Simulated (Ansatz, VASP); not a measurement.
## TiH2: VASP beside Ansatz

```xyz
3
Lattice="-1.6010 1.6010 2.0839 1.6010 -1.6010 2.0839 1.6010 1.6010 -2.0839" Properties=species:S:1:pos:R:3 pbc="T T T"
Ti    0.0000    0.0000    0.0000
H     1.6010    0.0000    1.0420
H     0.0000    1.6010    1.0420
```

The cell comes from a database or a generator and needn't be the stable form of this composition.

Alike in both runs: task relaxation of cell and atoms; functional PBEsol; k mesh 18 × 18 × 18; occupations gaussian, width 0.1 eV; no spin polarisation.

```csv
,VASP,Ansatz
version,VASP 6.6.1,Ansatz 0.2.0
potentials or method,"VASP PAW PBE potentials, release 64 (Ti_sv, H)","scalar-relativistic, plane waves, PAW"
plane-wave cutoff (eV),600,420
valence electrons in the cell,14,14
```

Ansatz gave:

```
gap on the k mesh at the Fermi level, each at its own relaxed structure (eV) : none
relaxed volume (Å³/atom)                                                     : 6.96
relaxed cell length with the largest relative difference (Å)                 : 3.054
energy change over the relaxation (meV/atom)                                 : -2
```

Q: Which values does VASP return?

A: gap on the k mesh at the Fermi level, each at its own relaxed structure (eV): none; relaxed volume (Å³/atom): 6.96; relaxed cell length with the largest relative difference (Å): 3.055; energy change over the relaxation (meV/atom): -2.

A gap of «none» marks a metal or a gap that the smearing closes.

Caveats: the PAW data sets were made with another functional, which shifts forces and pressure a little (VASP).
